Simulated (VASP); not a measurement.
# GaSb (F-43m) in VASP: single point with PBE+D3(BJ)

Aim: the single point of GaSb with PBE+D3(BJ).

Everything below comes from runs of VASP 6.6.1. Logs are shortened: lines on timing, memory, paths and dates and some standing lists are left out, and cuts for length are marked.

**The experiment to reproduce.**

From a printed reference work, data compilation, for a bulk crystal of GaSb at 4.2 K: band gap 0.811 eV (direct).

The results are compared with them further down.

## Step 1: The cell of the first run

Symmetry: F-43m, No. 216, cubic system. Conventional cell: a = 6.129 Å, b = 6.129 Å, c = 6.129 Å, α = 90.00°, β = 90.00°, γ = 90.00°. Ga (site symmetry -43m) has 4 Sb at 2.65 Å within 3.5 Å. Sb (site symmetry -43m) has 4 Ga at 2.65 Å within 3.5 Å.

## Step 2: Single point, PBE+D3(BJ)

The input, INCAR:

```
SYSTEM = GaSb
ALGO     = Normal         ! electronic algorithm
EDIFF    = 1E-6           ! SCF threshold, eV
ENCUT    = 520            ! plane-wave cutoff, eV
GGA      = PE             ! functional
ISIF     = 2              ! what is computed and relaxed
ISMEAR   = 0              ! smearing method
IVDW     = 12             ! dispersion correction
LASPH    = .TRUE.         ! aspherical terms in the spheres
LCHARG   = .FALSE.        ! write CHGCAR
LREAL    = .FALSE.        ! projectors in reciprocal space
LWAVE    = .FALSE.        ! write WAVECAR
NBANDS   = 16             ! bands
NELM     = 80             ! most SCF steps
PREC     = Accurate       ! precision mode
SIGMA    = 0.1            ! smearing width, eV
```

The input, KPOINTS:

```
k-points
0
G
  12 12 12
  0 0 0
```

The input, POSCAR:

```
GaSb
1.0
    0.0000000000      3.0646299471      3.0646299471
    3.0646299471      0.0000000000      3.0646299471
    3.0646299471      3.0646299471      0.0000000000
Ga Sb
1 1
Direct
    0.0000000000      0.0000000000      0.0000000000
    0.7500000000      0.7500000000      0.7500000000
```

Potentials or basis: VASP PAW PBE potentials, release 64 (Ga_d, Sb).

Command:

```
> cat potpaw_PBE.64/Ga_d/POTCAR potpaw_PBE.64/Sb/POTCAR > POTCAR
> mpirun -np 1 vasp_std > vasp.out
```

OUTCAR:

```text
SYSTEM = GaSb
   EDIFF = 1E-6
   ENCUT = 520
   GGA = PE
   ISIF = 2
   ISMEAR = 0
   IVDW = 12
   LASPH = .TRUE.
   LREAL = .FALSE.
   NELM = 80
   PREC = Accurate
 IVDW          = 12

 ion  position               nearest neighbor table
   1  0.000  0.000  0.000-   2 2.65   2 2.65   2 2.65   2 2.65
   2  0.750  0.750  0.750-   1 2.65   1 2.65   1 2.65   1 2.65

  LATTYP: Found a face centered cubic cell.
 ALAT       =     6.1292598942

  Lattice vectors:

 A1 = (   0.0000000000,   3.0646299471,   3.0646299471)
 A2 = (   3.0646299471,   0.0000000000,   3.0646299471)
 A3 = (   3.0646299471,   3.0646299471,   0.0000000000)

Analysis of symmetry for initial positions (statically):
=====================================================================
 Subroutine PRICEL returns:
 Original cell was already a primitive cell.

 Routine SETGRP: Setting up the symmetry group for a
 face centered cubic supercell.

 Subroutine GETGRP returns: Found 24 space group operations
 (whereof 24 operations were pure point group operations)
 out of a pool of 48 trial point group operations.

The static configuration has the point symmetry T_d .

Analysis of symmetry for dynamics (positions and initial velocities):
=====================================================================
 Subroutine PRICEL returns:
 Original cell was already a primitive cell.

 Routine SETGRP: Setting up the symmetry group for a
 face centered cubic supercell.

 Subroutine GETGRP returns: Found 24 space group operations
 (whereof 24 operations were pure point group operations)
 out of a pool of 48 trial point group operations.

The dynamic configuration has the point symmetry T_d .

 Subroutine INISYM returns: Found 24 space group operations
 (whereof 24 operations are pure point group operations),
 and found     1 'primitive' translations

----------------------------------------------------------------------------------------

                                     Primitive cell

  volume of cell :      57.5657

  direct lattice vectors                    reciprocal lattice vectors
     0.000000000  3.064629947  3.064629947    -0.163151835  0.163151835  0.163151835
     3.064629947  0.000000000  3.064629947     0.163151835 -0.163151835  0.163151835
     3.064629947  3.064629947  0.000000000     0.163151835  0.163151835 -0.163151835

  length of vectors
     4.334041235  4.334041235  4.334041235     0.282587268  0.282587268  0.282587268

  position of ions in fractional coordinates (direct lattice)
     0.000000000  0.000000000  0.000000000
     0.750000000  0.750000000  0.750000000

  ion indices of the primitive-cell ions
   primitive index   ion index
                 1           1
                 2           2

----------------------------------------------------------------------------------------

 KPOINTS: k-points

Automatic generation of k-mesh.
 Grid dimensions read from file:
 generate k-points for:   12   12   12

 Generating k-lattice:

  Cartesian coordinates                     Fractional coordinates (reciprocal lattice)
    -0.013595986  0.013595986  0.013595986     0.083333333  0.000000000  0.000000000
     0.013595986 -0.013595986  0.013595986     0.000000000  0.083333333  0.000000000
     0.013595986  0.013595986 -0.013595986     0.000000000  0.000000000  0.083333333

  Length of vectors
     0.023548939  0.023548939  0.023548939

  Shift w.r.t. Gamma in fractional coordinates (k-lattice)
     0.000000000  0.000000000  0.000000000

 Subroutine IBZKPT returns following result:
 ===========================================

 Found     72 irreducible k-points:

 Following reciprocal coordinates:
            Coordinates               Weight
  0.000000  0.000000  0.000000      1.000000
  0.083333  0.000000  0.000000      8.000000
  0.166667  0.000000  0.000000      8.000000
  0.250000  0.000000  0.000000      8.000000
  0.333333  0.000000  0.000000      8.000000
  0.416667  0.000000  0.000000      8.000000
[... 16 lines left out ...]
  0.500000  0.166667  0.000000     24.000000
 -0.416667  0.166667  0.000000     24.000000
 [... further k-points ...]
   k-points           NKPTS =     72   k-points in BZ     NKDIM =     72   number of bands    NBANDS=     16
   number of dos      NEDOS =    301   number of ions     NIONS =      2
   total plane-waves  NPLWV =  32768
   dimension x,y,z NGX =    32 NGY =   32 NGZ =   32
   dimension x,y,z NGXF=    64 NGYF=   64 NGZF=   64
   ions per type =               1   1
   NGX,Y,Z   is equivalent  to a cutoff of  12.27, 12.27, 12.27 a.u.
   NGXF,Y,Z  is equivalent  to a cutoff of  24.55, 24.55, 24.55 a.u.
 SYSTEM =  GaSb
   PREC   = accura    normal or accurate (medium, high low for compatibility)
   ISTART =      0    job   : 0-new  1-cont  2-samecut
   ICHARG =      2    charge: 1-file 2-atom 10-const
   ISPIN  =      1    spin polarized calculation?
   LNONCOLLINEAR =      F non collinear calculations
   LSORBIT =      F    spin-orbit coupling
   LASPH  =      T    aspherical Exc in radial PAW
   ENCUT  =  520.0 eV  38.22 Ry    6.18 a.u.   8.06  8.06  8.06*2*pi/ulx,y,z
   NELM   =     80;   NELMIN=  2; NELMDL= -5     # of ELM steps
   EDIFF  = 0.1E-05   stopping-criterion for ELM
   LREAL  =      F    real-space projection
   EDIFFG = 0.1E-04   stopping-criterion for IOM
   NSW    =      0    number of steps for IOM
   IBRION =     -1    ionic relax: 0-MD 1-quasi-New 2-CG
   NFREE  =      0    steps in history (QN), initial steepest desc. (CG)
   ISIF   =      2    stress and relaxation
   ISYM   =      2    0-nonsym 1-usesym 2-fastsym
   POTIM  = 0.5000    time-step for ionic-motion
   TEBEG  =    0.0;   TEEND  =   0.0 temperature during run
   PSTRESS=    0.0 pullay stress
   NELECT =      18.0000    total number of electrons
   NUPDOWN=      -1.0000    fix difference up-down
   EMIN   =  10.00;   EMAX   =-10.00  energy-range for DOS
   EFERMI =   0.00;   METHOD = LEGACY
   ISMEAR =     0;   SIGMA  =   0.10  broadening in eV -4-tet -1-fermi 0-gaus
   EFERMI_NEDOS =   21; number of points for ismear=-14 and -15
   IALGO  =     38    algorithm
   IMIX   =      4    mixing-type and parameters
     AMIX     =   0.40;   BMIX     =  1.00
     AMIX_MAG =   1.60;   BMIX_MAG =  1.00
  volume/ion in A,a.u.               =      28.78       194.24
  Fermi-wavevector in a.u.,A,eV,Ry     =   1.111163  2.099793 16.798874  1.234682
  Thomas-Fermi vector in A             =   2.247723
   LORBIT       =      0    0 simple, 1 ext, 2 COOP (PROOUT), +10 PAW based schemes
   GGA     = PE    functional components
   LHFCALC =     F    Hartree Fock is set to
   AEXX    =    0.0000 exact exchange contribution
   IVDW    =    12    specifies the selected vdW correction
   LEPSILON=     F    determine dielectric tensor
   LRPA    =     F    only Hartree local field effects (RPA)
 non-spin polarized calculation
 Gauss-broadening in eV      SIGMA  =   0.10
  energy-cutoff  :      520.00
  volume of cell :       57.57
 maximum number of plane-waves:      1572
   NGX = 17   NGY = 17   NGZ = 17

 number of electron      17.9999988 magnetization

 Free energy of the ion-electron system (eV)
  ---------------------------------------------------
  ext. energy  EPLUGINS =         0.00000000
  ---------------------------------------------------
  free energy    TOTEN  =        -7.35724054 eV

  energy without entropy =       -7.35710961  energy(sigma->0) =       -7.35717508

 E-fermi :   4.8688     XC(G=0):  -9.0657

 val. band max:        4.8126951161   @ k =   0.0000   0.0000   0.0000
 cond. band min:       5.2051558567   @ k =   0.5000   0.0000   0.0000
 fundamental gap:      0.3924607406
 Fermi energy:         4.8687891527

 k-point     1 :       0.0000    0.0000    0.0000
  band No.  band energies     occupation
      1     -10.2089      2.00000
      2     -10.2089      2.00000
      3     -10.2089      2.00000
      4     -10.1600      2.00000
      5     -10.1600      2.00000
      6      -6.6253      2.00000
[... 8 lines left out ...]
     15      13.3948      0.00000
     16      13.3948      0.00000

 k-point     2 :       0.0833    0.0000    0.0000
  band No.  band energies     occupation
      1     -10.2108      2.00000
      2     -10.2081      2.00000
      3     -10.2081      2.00000
      4     -10.1601      2.00000
      5     -10.1601      2.00000
      6      -6.5543      2.00000
[... 8 lines left out ...]
     15      12.8859      0.00000
     16      12.8859      0.00000

 k-point     3 :       0.1667    0.0000    0.0000
  band No.  band energies     occupation
      1     -10.2158      2.00000
      2     -10.2059      2.00000
      3     -10.2059      2.00000
      4     -10.1603      2.00000
      5     -10.1603      2.00000
      6      -6.3455      2.00000
[... 8 lines left out ...]
     15      12.4145      0.00000
     16      12.4145      0.00000

 k-point     4 :       0.2500    0.0000    0.0000
  band No.  band energies     occupation
      1     -10.2226      2.00000
      2     -10.2031      2.00000
      3     -10.2031      2.00000
      4     -10.1604      2.00000
      5     -10.1604      2.00000
      6      -6.0144      2.00000
[... 8 lines left out ...]
     15      12.3922      0.00000
     16      12.3922      0.00000
[... 324 lines left out ...]
 k-point    22 :       0.4167    0.1667    0.0000
  band No.  band energies     occupation
      1     -10.2365      2.00000
      2     -10.1969      2.00000
      3     -10.1954      2.00000
      4     -10.1637      2.00000
      5     -10.1585      2.00000
      6      -5.2263      2.00000
[... 8 lines left out ...]
     15      13.9744      0.00000
     16      14.6700      0.00000

 k-point    23 :       0.5000    0.1667    0.0000
  band No.  band energies     occupation
      1     -10.2389      2.00000
      2     -10.1962      2.00000
      3     -10.1947      2.00000
      4     -10.1627      2.00000
      5     -10.1591      2.00000
      6      -4.8814      2.00000
[... 8 lines left out ...]
     15      14.5711      0.00000
     16      14.7344      0.00000

 k-point    24 :      -0.4167    0.1667    0.0000
  band No.  band energies     occupation
      1     -10.2387      2.00000
      2     -10.1961      2.00000
      3     -10.1952      2.00000
      4     -10.1615      2.00000
      5     -10.1601      2.00000
      6      -4.8246      2.00000
[... 8 lines left out ...]
     15      13.4889      0.00000
     16      13.9463      0.00000

 [... further k-points ...]

------------------------ aborting loop because EDIFF is reached ----------------------------------------

 Edisp (eV)   -0.66096

 E8    (eV) :    -0.3100

  FORCE on cell =-STRESS in cart. coord.  units (eV):
  Direction    XX          YY          ZZ          XY          YZ          ZX
  --------------------------------------------------------------------------------------
  -------------------------------------------------------------------------------------
  Total       0.02525     0.02525     0.02525    -0.00000    -0.00000    -0.00000
  in kB       0.70278     0.70278     0.70278    -0.00000    -0.00000    -0.00000
  external pressure =        0.70 kB  Pullay stress =        0.00 kB

 VOLUME and BASIS-vectors are now :
 -----------------------------------------------------------------------------
  energy-cutoff  :      520.00
  volume of cell :       57.57
      direct lattice vectors                 reciprocal lattice vectors
     0.000000000  3.064629947  3.064629947    -0.163151835  0.163151835  0.163151835
     3.064629947  0.000000000  3.064629947     0.163151835 -0.163151835  0.163151835
     3.064629947  3.064629947  0.000000000     0.163151835  0.163151835 -0.163151835

 POSITION                                       TOTAL-FORCE (eV/Angst)
 -----------------------------------------------------------------------------------
      0.00000      0.00000      0.00000         0.000000      0.000000      0.000000
      4.59694      4.59694      4.59694        -0.000000     -0.000000     -0.000000
 -----------------------------------------------------------------------------------
    total drift:                               -0.000002     -0.000002     -0.000002

  FREE ENERGIE OF THE ION-ELECTRON SYSTEM (eV)
  ---------------------------------------------------
  free  energy   TOTEN  =        -8.0181960794 eV

  energy  without entropy=       -8.0180651470  energy(sigma->0) =       -8.01813061
```

It took 25 s on 1 thread of AMD EPYC 9R45 (Zen 5), shared host; peak memory 0.2 GiB.

Results:

- Free energy: -8.0182 eV
- Pressure: 0.1 GPa
- Band gap on the k mesh: zero (filled and empty bands touch)
- Dispersion energy per atom: -0.330 eV

Levels at points of the mesh, in eV from the Fermi level:
```
           k point  band 7  band 8  band 9  band 10  band 11  band 12
(0.00, 0.00, 0.00)   -0.06   -0.06   -0.06    -0.06     2.72     2.72
(0.50, 0.00, 0.00)   -6.39   -1.20   -1.20     0.34     3.69     3.69
(0.50, 0.50, 0.00)   -6.84   -2.61   -2.61     0.86     1.21     8.59
```

Caveat: spin-orbit coupling is left out, which moves the levels of the heavy elements; pairwise dispersion overbinds metals, which lowers pressure and volume.

## Step 3: Against experiment

Step 2. Measured gap of GaSb: 0.811 eV (direct; 4.2 K; a printed reference work, data compilation). This calculation gives 0.00 eV (-0.81 eV). Spin-orbit coupling on Ga, Sb is left out. The value is that of PBE+D3(BJ) on a finite k mesh, which can miss the band edges, without temperature or zero-point motion. Semilocal functionals fall short of measured gaps as a rule.
